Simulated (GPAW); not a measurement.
# Fe2O3 (Hematite) (R-3c) in GPAW: further runs, part 2 of 4

GPAW 26.7.0.

**4. Dielectric tensor, PBE+U, collinear spin, ferromagnetic start**

run.py reads:

```python
import numpy as np
import spglib
from ase import Atoms
from ase.dft.bandgap import bandgap
from ase.io import read, write
from gpaw import GPAW, PW
from gpaw.response.df import DielectricFunction

atoms = read('Fe2O3.cif')
cell, positions, numbers = spglib.find_primitive(
    (atoms.cell[:], atoms.get_scaled_positions(), atoms.numbers), symprec=1e-4)
atoms = Atoms(numbers, cell=cell, scaled_positions=positions, pbc=True)
atoms.set_initial_magnetic_moments([3.0, 3.0, 3.0, 3.0, 0.0, 0.0, 0.0, 0.0, 0.0, 0.0])

calc = GPAW(mode=PW(550),
            xc='PBE',
            kpts={'size': (3, 3, 3), 'gamma': True},
            occupations={'name': 'fermi-dirac', 'width': 0.05},
            setups={'Fe': ':d,7.0'},
            nbands=63,
            convergence={'density': 1e-06},
            maxiter=80,
            txt='gpaw.txt')
atoms.calc = calc
energy = atoms.get_potential_energy()
calc.write('gs.gpw')
write('result.traj', atoms)
print(f'Energy: {energy:.6f} eV')
print('Moments:', calc.get_magnetic_moments().round(3))
print('Fermi level:', round(calc.get_fermi_level(), 4), 'eV')
print(f'Gap: {bandgap(calc)[0]:.4f} eV, direct: {bandgap(calc, direct=True)[0]:.4f} eV')

for size in [(3, 3, 3), (4, 4, 4)]:
    name = 'x'.join(str(n) for n in size)
    dense = calc.fixed_density(kpts={'size': size, 'gamma': True},
                               nbands=70, convergence={'bands': 64},
                               update_fermi_level=True, txt=f'dense-{name}.txt')
    dense.write(f'{name}.gpw', mode='all')
    df = DielectricFunction(f'{name}.gpw', frequencies=np.array([0.0]), hilbert=False, eta=0.001,
                            ecut=100, nbands=64, intraband=False, txt=f'df-{name}.txt')
    for xc in ['RPA']:
        for direction in ['x', 'y', 'z', [0, 1, 1], [1, 0, 1], [1, 1, 0]]:
            e0, e = df.get_macroscopic_dielectric_constant(xc=xc, direction=direction)
            print(f'{name} {xc} {direction}: {e0:.4f} without, {e:.4f} with local fields')
```

Fe2O3.cif reads:

```cif
data_Fe2O3
_cell_length_a 5.03800000
_cell_length_b 5.03800000
_cell_length_c 13.77200000
_cell_angle_alpha 90.00000000
_cell_angle_beta 90.00000000
_cell_angle_gamma 120.00000000
_space_group_name_H-M_alt 'R-3c'
_space_group_name_Hall '-R 3 2"c'
_space_group_IT_number 167
loop_
_space_group_symop_operation_xyz
'x,y,z'
'-x,-y,-z'
'-y,x-y,z'
'y,-x+y,-z'
'-x+y,-x,z'
'x-y,x,-z'
'y,x,-z+1/2'
'-y,-x,z+1/2'
'x-y,-y,-z+1/2'
'-x+y,y,z+1/2'
'-x,-x+y,-z+1/2'
'x,x-y,z+1/2'
'x+2/3,y+1/3,z+1/3'
'-x+2/3,-y+1/3,-z+1/3'
'-y+2/3,x-y+1/3,z+1/3'
'y+2/3,-x+y+1/3,-z+1/3'
'-x+y+2/3,-x+1/3,z+1/3'
'x-y+2/3,x+1/3,-z+1/3'
'y+2/3,x+1/3,-z+5/6'
'-y+2/3,-x+1/3,z+5/6'
'x-y+2/3,-y+1/3,-z+5/6'
'-x+y+2/3,y+1/3,z+5/6'
'-x+2/3,-x+y+1/3,-z+5/6'
'x+2/3,x-y+1/3,z+5/6'
'x+1/3,y+2/3,z+2/3'
'-x+1/3,-y+2/3,-z+2/3'
'-y+1/3,x-y+2/3,z+2/3'
'y+1/3,-x+y+2/3,-z+2/3'
'-x+y+1/3,-x+2/3,z+2/3'
'x-y+1/3,x+2/3,-z+2/3'
'y+1/3,x+2/3,-z+1/6'
'-y+1/3,-x+2/3,z+1/6'
'x-y+1/3,-y+2/3,-z+1/6'
'-x+y+1/3,y+2/3,z+1/6'
'-x+1/3,-x+y+2/3,-z+1/6'
'x+1/3,x-y+2/3,z+1/6'
loop_
_atom_site_label
_atom_site_type_symbol
_atom_site_symmetry_multiplicity
_atom_site_Wyckoff_symbol
_atom_site_fract_x
_atom_site_fract_y
_atom_site_fract_z
_atom_site_occupancy
Fe1 Fe 12 c 0.6666666667 0.3333333333 0.1886333333 1
O1 O 18 e 0.6392333333 0.9725666667 0.4166666667 1
```

Potentials or basis: GPAW PAW data sets (gpaw-data 1.2.1), pw.

Launch:

```console
$ OMP_NUM_THREADS=1 python run.py
```

gpaw.txt:

```text
__  _  _
 | _ |_)|_||  |
 |__||  | ||/\| - 26.7.0

Input parameters:
  mode=PW(ecut=550.0),
  convergence={'density': 1e-06},
  kpts=MonkhorstPack(size=(3, 3, 3), gamma=True),
  maxiter=80,
  nbands=63,
  occupations=Occupations(name='fermi-dirac', width=0.05),
  setups={'Fe': ':d,7.0'},
  xc=XC(name='PBE')

Diagonalizing LCAO Hamiltonian
Converting LCAO to pw mode

            Fe

          O Fe
                O
         O
               O
        O
            FeO

            Fe

Atoms  # Å, Bohr magnetons
|   | symbol |         x |         y |         z |    initial magnetic moments |
|---|--------|-----------|-----------|-----------|-----------------------------|
| 0 |     Fe | -0.000000 | -0.000000 | 11.779192 | ( 0.0000,  0.0000,  3.0000) |
| 1 |     Fe | -0.000000 | -0.000000 |  1.992808 | ( 0.0000,  0.0000,  3.0000) |
| 2 |     Fe |  0.000000 |  0.000000 |  8.878808 | ( 0.0000,  0.0000,  3.0000) |
| 3 |     Fe | -0.000000 |  0.000000 |  4.893192 | ( 0.0000,  0.0000,  3.0000) |
| 4 |      O | -1.748438 | -0.119693 |  5.738333 | ( 0.0000,  0.0000,  0.0000) |
| 5 |      O |  1.748438 |  0.119693 |  8.033667 | ( 0.0000,  0.0000,  0.0000) |
| 6 |      O |  0.977876 | -1.454345 |  5.738333 | ( 0.0000,  0.0000,  0.0000) |
| 7 |      O | -0.977876 |  1.454345 |  8.033667 | ( 0.0000,  0.0000,  0.0000) |
| 8 |      O |  0.770562 |  1.574038 |  5.738333 | ( 0.0000,  0.0000,  0.0000) |
| 9 |      O | -0.770562 | -1.574038 |  8.033667 | ( 0.0000,  0.0000,  0.0000) |

Unit cell  # Å
| periodic |         x |         y |        z |  lengths |    angles |
|----------|-----------|-----------|----------|----------|-----------|
|      yes |  2.519000 |  1.454345 | 4.590667 | 5.434584 | 55.228050 |
|      yes | -2.519000 |  1.454345 | 4.590667 | 5.434584 | 55.228050 |
|      yes |  0.000000 | -2.908691 | 4.590667 | 5.434584 | 55.228050 |

Number of symmetries: 6
Symmetry operations  # r_c * U_cc + t_c -> r_c
|   | kind |            matrix            |
|---|------|------------------------------|
| 0 |  E   |  1, 0, 0,  0, 1, 0,  0, 0, 1 |
| 1 |  C3  |  0, 1, 0,  0, 0, 1,  1, 0, 0 |
| 2 |  C3  |  0, 0, 1,  1, 0, 0,  0, 1, 0 |
| 3 |  S6  |  0, 0,-1, -1, 0, 0,  0,-1, 0 |
| 4 |  S6  |  0,-1, 0,  0, 0,-1, -1, 0, 0 |
| 5 |  i   | -1, 0, 0,  0,-1, 0,  0, 0,-1 |

BZ-sampling:
  Number of BZ points: 27
  Number of IBZ points: 6

  Monkhorst-Pack size: [3, 3, 3]
  Monkhorst-Pack shift: [0, 0, 0]

K-points  # in reciprocal-cell coordinates
|   |                                coordinates |     weight |
|---|--------------------------------------------|------------|
| 0 | (  0.00000000,   0.00000000,   0.00000000) | 0.03703704 |
| 1 | (  0.33333333,   0.00000000,  -0.33333333) | 0.22222222 |
| 2 | (  0.33333333,   0.00000000,   0.00000000) | 0.22222222 |
| 3 | (  0.33333333,   0.33333333,  -0.33333333) | 0.22222222 |
| 4 | (  0.33333333,   0.33333333,   0.00000000) | 0.22222222 |
| 5 | (  0.33333333,   0.33333333,   0.33333333) | 0.07407407 |

Plane wave coefficients: 3000
Cutoff: 550.0 eV

Spin-components: 2 (collinear spins)
Bands:           63
Projectors:      54
Spin-degeneracy: 1
Datatype:        complex128

Density:
  Valence electrons: 68.0
  Components: 2
  Grid points: [30 30 30]
  Charge: 0.0  # |e|

Potential:
  Grid points: [30 30 30]

species:
  Fe:
    name:    Iron
    Z:       26.0
    valence: 8
    core:    18
    charge:  0.0  # [|e|]
    Hubbard: {U: 7.0,  # eV
              l: 2,
              scale: True}
    compensation charges:
      type: gauss
      rc: 0.33  # [Å]
      lmax: 2
    cutoffs:
      filter: 2.06  # [Å]
      core: 2.67  # [Å]
    projectors
    | kind |    occ | energy [eV] | rcut [Å] |
    |------|--------|-------------|----------|
    |   4s |  2.000 |      -5.291 |    1.164 |
    |   4p |  0.000 |      -1.326 |    1.058 |
    |   3d |  6.000 |      -7.505 |    1.058 |
    |    s |        |      21.920 |    1.164 |
    |    p |        |      25.885 |    1.058 |
    |    d |        |      19.706 |    1.058 |

    Using partial waves for Fe as LCAO basis

  O:
    name:    Oxygen
    Z:       8.0
    valence: 6
    core:    2
    charge:  0.0  # [|e|]
    compensation charges:
      type: gauss
      rc: 0.21  # [Å]
      lmax: 2
    cutoffs:
      filter: 1.17  # [Å]
      core: 0.83  # [Å]
    projectors
    | kind |    occ | energy [eV] | rcut [Å] |
    |------|--------|-------------|----------|
    |   2s |  2.000 |     -23.961 |    0.688 |
    |   2p |  4.000 |      -9.029 |    0.598 |
    |    s |        |       3.251 |    0.688 |
    |    p |        |      18.182 |    0.598 |
    |    d |        |       0.000 |    0.619 |

    Using partial waves for O as LCAO basis

Reference energy: -150722.932207  # eV

eigensolver:
  PPCG
  Converge bands: occupied
  niter=2

density mixing:
  MSR1-Mixer
  Pratt-step length: 0.05
  Maximum mixing coefficient: 0.75
  Old densities: 10
  SVD Regularization: 0.005
  Good broyden scale: 1.0
  Trust region scale: 1.0
  Backstep threshold: 4.0
  History deletion threshold: 6.0
  Fourier metric: weight=20.0, sigma=0.015

occupation numbers:
  Fermi-Dirac:
    width: 0.0500  # eV

poisson solver:
  ecut: 4400.0  # eV

xc functional:
  name: PBE with 2 nearest neighbor stencil

convergence criteria:
- Maximum integral of absolute [dens]ity change: 1e-06 electrons / valence electron
- Maximum [total energy] change in last 3 cyles: 0.0005 eV / valence electron
- Maximum integral of absolute [eigenst]ate change: 4e-08 eV^2 / valence electron
maximum number of iterations: 80

SCF iterations
|iter     | |      energy | eigst |  dens |  magmom |
|---------|-|-------------|-------|-------|---------|
|iter:   1| |  -75.332002 | -0.02 |       | +12.0075|
|iter:   2| |  -72.790261 | -1.40 | -0.55 | +12.4072|
|iter:   3| |  -71.749499 | -0.34 | -0.59 | +17.0582|
|iter:   4| |  -72.845590 | -2.02 | -1.14 | +18.8094|
|iter:   5| |  -72.976684 | -1.94 | -1.38 | +20.0120|
|iter:   6| |  -72.979589 | -3.60 | -2.42 | +20.0255|
|iter:   7| |  -72.980013c| -4.60 | -2.80 | +20.0047|
|iter:   8| |  -72.980029c| -5.64 | -3.70 | +20.0009|
|iter:   9| |  -72.980034c| -6.49 | -3.99 | +20.0002|
|iter:  10| |  -72.980035c| -7.22 | -4.31 | +19.9999|
|iter:  11| |  -72.980035c| -7.99c| -4.68 | +19.9998|
|iter:  12| |  -72.980035c| -8.41c| -5.23 | +20.0000|
|iter:  13| |  -72.980035c| -8.83c| -5.89 | +20.0000|
|iter:  14| |  -72.980035c| -9.16c| -6.39c| +20.0000|

Converged in 14 steps
Energy contributions relative to reference atoms: (reference = -150722.932207)

Energy contributions:
  Kinetic:         115.960072
  Coulomb:         -97.221558
  Zero:              0.668960
  External:          0.000000
  Xc:              -92.387508
  Entropy:          -0.000000
  Spinorbit:         0.000000
  ----------------------------
  Free energy:     -72.980035
  Extrapolated:    -72.980035

dipole moment: (-0.000000, 0.000000, -0.000262)  # |e|*Ang

Total magnetic moment: (0.000000, 0.000000, 20.000000)

Local magnetic moments
|        x |        y |        z |
|----------|----------|----------|
| 0.000000 | 0.000000 | 4.388882 |  # Fe   0
| 0.000000 | 0.000000 | 4.388882 |  # Fe   1
| 0.000000 | 0.000000 | 4.388886 |  # Fe   2
| 0.000000 | 0.000000 | 4.388886 |  # Fe   3
| 0.000000 | 0.000000 | 0.224003 |  # O    4
| 0.000000 | 0.000000 | 0.224003 |  # O    5
| 0.000000 | 0.000000 | 0.224003 |  # O    6
| 0.000000 | 0.000000 | 0.224003 |  # O    7
| 0.000000 | 0.000000 | 0.224003 |  # O    8
| 0.000000 | 0.000000 | 0.224003 |  # O    9

Fermi level: 7.441
Eigenvalues  # (at kpt = [0.000, 0.000, 0.000])
| band index |      eig [eV] | occ [0-1] |      eig [eV] | occ [0-1] |
|------------|---------------|-----------|---------------|-----------|
|          0 |       -12.493 |     1.000 |       -11.961 |     1.000 |
|        ... |               |           |               |           |
|         26 |         0.984 |     1.000 |         9.252 |     0.000 |
|         27 |         1.345 |     1.000 |         9.610 |     0.000 |
|         28 |         1.852 |     1.000 |         9.613 |     0.000 |
|         29 |         1.852 |     1.000 |         9.824 |     0.000 |
|         30 |         2.584 |     1.000 |         9.824 |     0.000 |
|         31 |         3.167 |     1.000 |         9.937 |     0.000 |
[... 8 lines left out ...]
|         40 |         5.881 |     1.000 |        11.298 |     0.000 |
|         41 |         5.881 |     1.000 |        11.298 |     0.000 |
|        ... |               |           |               |           |
|         62 |        24.016 |     0.000 |        26.002 |     0.000 |

Gap: 2.512 eV
Transition (v -> c):
  (s=0, k=0, n=43, [0.00, 0.00, 0.00]) -> (s=1, k=1, n=24, [0.33, 0.00, -0.33])
Direct/indirect transitions are different
Direct gap: 2.677 eV
Transition at: (s=0->1, k=1, n=43, [0.33, 0.00, -0.33])
# Writing to gs.gpw (mode='')
```

It took 13 min on 1 thread of Arm Neoverse V1, shared host; peak memory 0.69 GiB.

The run converged, but some of its settings lie outside the range that counts as converged, so its numbers aren't taken as properties of the crystal.

What came out:

| Item | Value |
| --- | --- |
| Free energy | -72.9800 eV |
| Band gap on the k mesh | 2.51 eV, indirect (least direct gap 2.68 eV) |
| Net moment | 20.00 μB per cell |
| Site moments | Fe +4.39; O +0.22 μB |
| Electronic dielectric tensor (diagonal) | 4.32, 4.32, 4.14 |

Caveat: the k mesh is coarse; the long-wavelength limit can be off by several per cent where d states take part; response on these states lacks terms of the Hamiltonian; only a ferromagnetic start was run, and an antiferromagnetic order may lie lower in energy.

(Continued in part 3 of 4.)
